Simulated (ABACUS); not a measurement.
# NiO (Fm-3m) in ABACUS: a series of runs

One crystal, NiO, is run at these levels: BLYP; tasks: equation of state.

All numbers are computed with ABACUS 3.10.1; they aren't measurements. Logs are shortened: lines on timing, memory, paths and dates and some standing lists are left out, and cuts for length are marked.

## 1. Starting point

It takes space group Fm-3m (No. 225, cubic). The conventional cell has a = 4.172 Å, b = 4.172 Å, c = 4.172 Å, α = 90.00°, β = 90.00°, γ = 90.00°. Ni (site symmetry m-3m) has 6 O at 2.09 Å as nearest neighbours. O (site symmetry m-3m) has 6 Ni at 2.09 Å as nearest neighbours.

## 2. Equation of state, BLYP, collinear spin, ferromagnetic start, 8.53 Å³/atom (volume scaled by 0.94)

Contents of INPUT:

```
INPUT_PARAMETERS
suffix              NiO
calculation         scf
basis_type          lcao
pseudo_dir          ./
orbital_dir         ./
latname             fcc
symmetry            1
dft_functional      GGA_X_B88+GGA_C_LYP
ecutwfc             100
pseudo_rcut         10
nspin               2
nbands              17
ks_solver           genelpa
smearing_method     fd
smearing_sigma      0.00367493
scf_thr             1e-07
scf_nmax            100
mixing_type         broyden
mixing_beta         0.4
cal_force           1
cal_stress          1
out_mul             1
```

Contents of STRU:

```
ATOMIC_SPECIES
Ni 58.6934 Ni.upf
O 15.9990 O.upf

NUMERICAL_ORBITAL
Ni_confined-atom_7au_3s2p2d1f.orb
O_confined-atom_6au_2s2p1d.orb

LATTICE_CONSTANT
7.7226313983

ATOMIC_POSITIONS
Direct

Ni
0.0
1
0.0000000000 0.0000000000 0.0000000000 1 1 1 mag 1

O
0.0
1
0.5000000000 0.5000000000 0.5000000000 1 1 1 mag 0
```

Contents of KPT:

```
K_POINTS
0
Gamma
10 10 10 0 0 0
```

Potentials or basis: PseudoDojo NC SR 0.5 PBE standard, DZP LCAO (the cutoffs set its grid).

Run with:

```console
$ OMP_NUM_THREADS=1 mpirun -np 4 abacus > log
```

running log:

```text
ABACUS v3.10.1

               Atomic-orbital Based Ab-initio Computation at UStc

 ------------------------------------------------------------------------------------

 READING GENERAL INFORMATION
                           global_out_dir = OUT.NiO/
                           global_in_card = INPUT
                               pseudo_dir = ./
                              orbital_dir = ./
                                    DSIZE = 4
                                    GSIZE = 1

 READING UNITCELL INFORMATION
                                    ntype = 2
                  lattice constant (Bohr) = 7.72263
              lattice constant (Angstrom) = 4.08664

 READING ATOM TYPE 1
                               atom label = Ni
                      L=0, number of zeta = 3
                      L=1, number of zeta = 2
                      L=2, number of zeta = 2
                      L=3, number of zeta = 1
             number of atom for this type = 1
               magnetization of element 1 = 1

 READING ATOM TYPE 2
                               atom label = O
                      L=0, number of zeta = 2
                      L=1, number of zeta = 2
                      L=2, number of zeta = 1
             number of atom for this type = 1
               magnetization of element 2 = 0

                        TOTAL ATOM NUMBER = 2
DIRECT COORDINATES
    atom                   x                   y                   z     mag                  vx                  vy                  vz
taud_Ni1            0.0000000000        0.0000000000        0.0000000000  1.0000        0.0000000000        0.0000000000        0.0000000000
taud_O1            0.5000000000        0.5000000000        0.5000000000  0.0000        0.0000000000        0.0000000000        0.0000000000

                          Volume (Bohr^3) = 115.143
                             Volume (A^3) = 17.0623

 Lattice vectors: (Cartesian coordinate: in unit of a_0)
                 -0.5                  +0                +0.5
                   +0                +0.5                +0.5
                 -0.5                +0.5                  +0
 Reciprocal vectors: (Cartesian coordinate: in unit of 2 pi/a_0)
                   -1                  -1                  +1
                   +1                  +1                  +1
                   -1                  +1                  -1
 The esolver type has been set to : ksdft_lcao

                PAO radial cut off (Bohr) = 10

 Read in pseudopotential file is Ni.upf
                     pseudopotential type = NC
          exchange-correlation functional = PBE
                 nonlocal core correction = 1
                        valence electrons = 18
                                     lmax = 2
                           number of zeta = 4
                     number of projectors = 6
                           L of projector = 0
                           L of projector = 0
                           L of projector = 1
                           L of projector = 1
                           L of projector = 2
                           L of projector = 2
 XC functional updated to : GGA_X_B88+GGA_C_LYP
          exchange-correlation functional = GGA_X_B88+GGA_C_LYP
                PAO radial cut off (Bohr) = 10

 Read in pseudopotential file is O.upf
                     pseudopotential type = NC
          exchange-correlation functional = PBE
                 nonlocal core correction = 1
                        valence electrons = 6
                                     lmax = 2
                           number of zeta = 2
                     number of projectors = 5
                           L of projector = 0
                           L of projector = 0
                           L of projector = 1
                           L of projector = 1
                           L of projector = 2
 XC functional updated to : GGA_X_B88+GGA_C_LYP
          exchange-correlation functional = GGA_X_B88+GGA_C_LYP
     initial pseudo atomic orbital number = 14
 The readin total magnetization is 1

 SETUP THE ELECTRONS NUMBER
            electron number of element Ni = 18
      total electron number of element Ni = 18
             electron number of element O = 6
       total electron number of element O = 6
            AUTOSET number of electrons:  = 24
                           occupied bands = 12
                                   NLOCAL = 39
                                   NBANDS = 17
                                   NBANDS = 17
[... 69 lines left out ...]

 SETUP K-POINTS
                                    nspin = 2
                   Input type of k points = Monkhorst-Pack(Gamma)
                                   nkstot = 1000
                       right hand lattice = 1
(for reciprocal lattice: )
                             BRAVAIS TYPE = 2
                     BRAVAIS LATTICE NAME = 02. Cubic I (body-centered)
                                    ibrav = 2
                       right hand lattice = 1
(for k-lattice: )
                             BRAVAIS TYPE = 2
                     BRAVAIS LATTICE NAME = 02. Cubic I (body-centered)
                                    ibrav = 2
                       right hand lattice = 1
                        ROTATION MATRICES = 48
                               nkstot_ibz = 47
K-POINTS REDUCTION ACCORDING TO SYMMETRY
     IBZ    DIRECT_X    DIRECT_Y    DIRECT_Z  WEIGHT  ibz2bz
       1  0.00000000  0.00000000  0.00000000  0.0010       0
       2  0.10000000  0.10000000  0.10000000  0.0080       1
       3  0.20000000  0.20000000  0.20000000  0.0080       2
       4  0.30000000  0.30000000  0.30000000  0.0080       3
       5  0.40000000  0.40000000  0.40000000  0.0080       4
       6  0.50000000  0.50000000  0.50000000  0.0040       5
[... 22 lines left out ...]
      29  0.50000000  0.50000000  0.10000000  0.0240      45
      30 -0.20000000  0.40000000  0.40000000  0.0120      46
[... 17 further k points ...]

                               nkstot now = 47
[... K-POINTS DIRECT COORDINATES: 47 rows ...]

           k-point number in this process = 47
       minimum distributed K point number = 47
[... stars of the k points ...]
                             nks(nspin=2) = 94
                          nkstot(nspin=2) = 94

[... K-POINTS CARTESIAN COORDINATES: 94 rows ...]

[... K-POINTS DIRECT COORDINATES: 94 rows ...]

 SETUP PLANE WAVES FOR WAVE FUNCTIONS
     energy cutoff for wavefunc (unit:Ry) = 100
              fft grid for wave functions = [ 36, 36, 36 ]
                    number of plane waves = 2733
                         number of sticks = 253

 PARALLEL PW FOR WAVE FUNCTIONS
     PROC   COLUMNS(POT)             PW
        1             64            686
        2             63            682
        3             63            683
        4             63            682
 --------------- sum -------------------
        4            253           2733

 SET NONLOCAL PSEUDOPOTENTIAL PROJECTORS
 SET NONLOCAL PSEUDOPOTENTIAL PROJECTORS
 max number of nonlocal projetors among all species is 6

 -------------------------------------------
 SELF-CONSISTENT
 -------------------------------------------

 SETUP SEARCHING RADIUS FOR PROGRAM TO SEARCH ADJACENT ATOMS
                  longest orb rcut (Bohr) = 7
   longest nonlocal projector rcut (Bohr) = 1.7
                     search radius (Bohr) = 17.4
              searching radius is (Bohr)) = 17.4
         searching radius unit is (Bohr)) = 7.72
                         PeriodicBoundary = 1
                        Radius(unit:lat0) = 2.25
                                   glayer = [ 5, 5, 5 ]
                             glayer_minus = [ 4, 4, 4 ]

Find the coordinate range of the input atom(unit:lat0).
                                  min_tau = [ -4.5, -4, -4 ]
                                  max_tau = [ 4, 4.5, 4.5 ]
                                BoxNumber = [ 9, 9, 9 ]

 SETUP EXTENDED REAL SPACE GRID FOR GRID INTEGRATION
                          real space grid = [ 36, 36, 36 ]
                 big cell numbers in grid = [ 12, 12, 12 ]
             meshcell numbers in big cell = [ 3, 3, 3 ]
                        extended fft grid = [ 19, 19, 19 ]
                dimension of extened grid = [ 51, 51, 51 ]
                            UnitCellTotal = 125
              Atom number in sub-FFT-grid = 2
    Local orbitals number in sub-FFT-grid = 39
                                ParaV.nnr = 35548
                                 init_chg = atomic

 LCAO ALGORITHM --------------- ION=   1  ELEC=   1--------------------------------
          total magnetism (Bohr mag/cell) = 0.814633
       absolute magnetism (Bohr mag/cell) = 0.816022
                        nelec for spin up = 12.4073
                      nelec for spin down = 11.5927
[... 211 lines left out ...]
 Density error is 4.18857576387e-08
----------------------------------------------------------
     Energy           Rydberg                 eV
----------------------------------------------------------
 E_KohnSham     -368.3205784466      -5011.2585575300
 E_KS(sigma->0) -368.3202055135      -5011.2534835152
 E_Harris       -368.3205766007      -5011.2585324151
 E_band         -20.6902791755       -281.5056899974
 E_one_elec     -178.6223134146      -2430.2812523805
 E_Hartree      105.6305202446       1437.1769580305
 E_xc           -51.1194850279       -695.5162752050
 E_Ewald        -244.2085543825      -3322.6278399454
 E_entropy(-TS) -0.0007458662        -0.0101480297
 E_descf        0.0000000000         0.0000000000
 E_exx          0.0000000000         0.0000000000
 E_Fermi        1.2162111598         16.5474017446
----------------------------------------------------------

 charge density convergence is achieved
 final etot is -5011.2585575 eV
 EFERMI = 16.547401745 eV

 STATE ENERGY(eV) AND OCCUPATIONS    NSPIN == 2
SPIN UP :
 1/47 kpoint (Cartesian) = 0.0000 0.0000 0.0000 (480 pws)
       1       -87.7429     0.00100000
       2       -48.1184     0.00100000
       3       -48.1184     0.00100000
       4       -48.1184     0.00100000
       5       -4.52070     0.00100000
       6        13.1019     0.00100000
[... 9 lines left out ...]
      16        36.3305        0.00000
[... 82 lines left out ...]
       4       -48.1238     0.00400000
       5       -2.98096     0.00400000
       6        7.69310     0.00400000
[... 9 lines left out ...]
      16        31.0678        0.00000
      17        31.0678        0.00000

[... levels at 88 further k points ...]

-------------------------------------------------
 Total Magnetism (uB)
-------------------------------------------------
                        Ni1         1.2458707918
                         O1         0.2238450877
-------------------------------------------------

 correction force for each atom along direction 1 is 3.30347e-14
 correction force for each atom along direction 2 is 1.97046e-14
 correction force for each atom along direction 3 is -3.52597e-14
------------------------------------------------------------------------------------------
 TOTAL-FORCE (eV/Angstrom)
------------------------------------------------------------------------------------------
                       Ni1         0.0000000000         0.0000000000         0.0000000000
                        O1         0.0000000000         0.0000000000         0.0000000000
------------------------------------------------------------------------------------------

----------------------------------------------------------------
 TOTAL-STRESS (KBAR)
----------------------------------------------------------------
       277.5241562605        -0.0000000000        -0.0000000000
        -0.0000000000       277.5241562605         0.0000000000
        -0.0000000000        -0.0000000000       277.5241562605
----------------------------------------------------------------
 TOTAL-PRESSURE: 277.524156 KBAR

 --------------------------------------------
 !FINAL_ETOT_IS -5011.2585575300427081 eV
 --------------------------------------------
```

Run time: 9 s. Hardware: 4 MPI ranks of AMD EPYC 9R45 (Zen 5), shared host; peak memory 0.44 GiB.

What came out:

* Free energy: -5011.2586 eV
* Pressure: 27.8 GPa
* Band gap on the k mesh: none (metal or under the smearing width)
* Net moment: 1.47 μB per cell
* Absolute moment: 1.48 μB per cell
* Site moments: Ni +1.25; O +0.22 μB
* Mulliken charges: Ni +0.27; O -0.27 e

Caveat: the atomic orbitals were generated for these runs and aren't a published set; Mulliken charges move with the basis; the potentials were made for another functional, which shifts forces and pressure; the basis of atomic orbitals isn't converged, which shifts pressures, moduli and gaps; a cell with one magnetic atom can't hold antiferromagnetic order, which such compounds often take; semilocal functionals often make such compounds metallic where correlation or magnetic order opens a gap, which also shifts bond lengths.

## 3. Equation of state, BLYP, collinear spin, ferromagnetic start, 8.89 Å³/atom (volume scaled by 0.98)

INPUT is that of step 2.

STRU, as its differences from that of step 2:

```diff
@@ -9,3 +9,3 @@
 LATTICE_CONSTANT
-7.7226313983
+7.8306542195
```

KPT is that of step 2.

Potentials or basis: PseudoDojo NC SR 0.5 PBE standard, DZP LCAO (the cutoffs set its grid).

Run with:

```console
$ OMP_NUM_THREADS=1 mpirun -np 4 abacus > log
```

Wall time 8.6 s (4 MPI ranks of AMD EPYC 9R45 (Zen 5), shared host); peak memory 0.44 GiB.

The run converged. Its results:

```
Free energy            : -5011.3605 eV
Pressure               : 17.9 GPa
Band gap on the k mesh : none (metal or under the smearing width)
Net moment             : 1.62 μB per cell
Absolute moment        : 1.63 μB per cell
Site moments           : Ni +1.37; O +0.26 μB
Mulliken charges       : Ni +0.33; O -0.33 e
```

Caveat: the atomic orbitals were generated for these runs and aren't a published set; Mulliken charges move with the basis; the potentials were made for another functional, which shifts forces and pressure; the basis of atomic orbitals isn't converged, which shifts pressures, moduli and gaps; a cell with one magnetic atom can't hold antiferromagnetic order, which such compounds often take; semilocal functionals often make such compounds metallic where correlation or magnetic order opens a gap, which also shifts bond lengths.

## 4. Equation of state, BLYP, collinear spin, ferromagnetic start, 9.26 Å³/atom (volume scaled by 1.02)

INPUT is that of step 3.

STRU, as its differences from that of step 3:

```diff
@@ -9,3 +9,3 @@
 LATTICE_CONSTANT
-7.8306542195
+7.9357762157
```

KPT is that of step 3.

Run with:

```console
$ OMP_NUM_THREADS=1 mpirun -np 4 abacus > log
```

It took 8.1 s on 4 MPI ranks of AMD EPYC 9R45 (Zen 5), shared host; peak memory 0.44 GiB.

Results (log left out):

```
Free energy            : -5011.4242 eV
Pressure               : 10.2 GPa
Band gap on the k mesh : none (metal or under the smearing width)
Net moment             : 1.79 μB per cell
Absolute moment        : 1.80 μB per cell
Site moments           : Ni +1.48; O +0.30 μB
Mulliken charges       : Ni +0.39; O -0.39 e
```

Caveat: the atomic orbitals were generated for these runs and aren't a published set; Mulliken charges move with the basis; the potentials were made for another functional, which shifts forces and pressure; the basis of atomic orbitals isn't converged, which shifts pressures, moduli and gaps; a cell with one magnetic atom can't hold antiferromagnetic order, which such compounds often take; semilocal functionals often make such compounds metallic where correlation or magnetic order opens a gap, which also shifts bond lengths.

## 5. Equation of state, BLYP, collinear spin, ferromagnetic start, 9.62 Å³/atom (volume scaled by 1.06)

INPUT is that of step 4.

STRU, as its differences from that of step 4:

```diff
@@ -9,3 +9,3 @@
 LATTICE_CONSTANT
-7.9357762157
+8.0381846235
```

KPT is that of step 4.

Run with:

```console
$ OMP_NUM_THREADS=1 mpirun -np 4 abacus > log
```

It took 9.8 s on 4 MPI ranks of AMD EPYC 9R45 (Zen 5), shared host; peak memory 0.48 GiB.

Results (log left out):

| Item | Value |
| --- | --- |
| Free energy | -5011.4732 eV |
| Pressure | 3.3 GPa |
| Band gap on the k mesh | none (metal or under the smearing width) |
| Net moment | 1.87 μB per cell |
| Absolute moment | 1.88 μB per cell |
| Site moments | Ni +1.54; O +0.33 μB |
| Mulliken charges | Ni +0.43; O -0.43 e |

Caveat: the atomic orbitals were generated for these runs and aren't a published set; Mulliken charges move with the basis; the potentials were made for another functional, which shifts forces and pressure; the basis of atomic orbitals isn't converged, which shifts pressures, moduli and gaps; a cell with one magnetic atom can't hold antiferromagnetic order, which such compounds often take; semilocal functionals often make such compounds metallic where correlation or magnetic order opens a gap, which also shifts bond lengths.

## 6. Equation of state, BLYP, collinear spin, ferromagnetic start

Potentials or basis: PseudoDojo NC SR 0.5 PBE standard, DZP LCAO (the cutoffs set its grid).

No new run: the results of the series are fitted here.

What came out:

```yaml
Equilibrium_volume: outside the volumes run
```

Energy against volume, from the lowest point:
| volume (Å³/atom) | energy (meV/atom) |
| --- | --- |
| 8.531 | 107.31 |
| 8.894 | 56.33 |
| 9.257 | 24.51 |
| 9.620 | 0.00 |

Caveat: the atomic orbitals were generated for these runs and aren't a published set; the potentials were made for another functional, which shifts forces and pressure; the basis of atomic orbitals isn't converged, which shifts pressures, moduli and gaps.
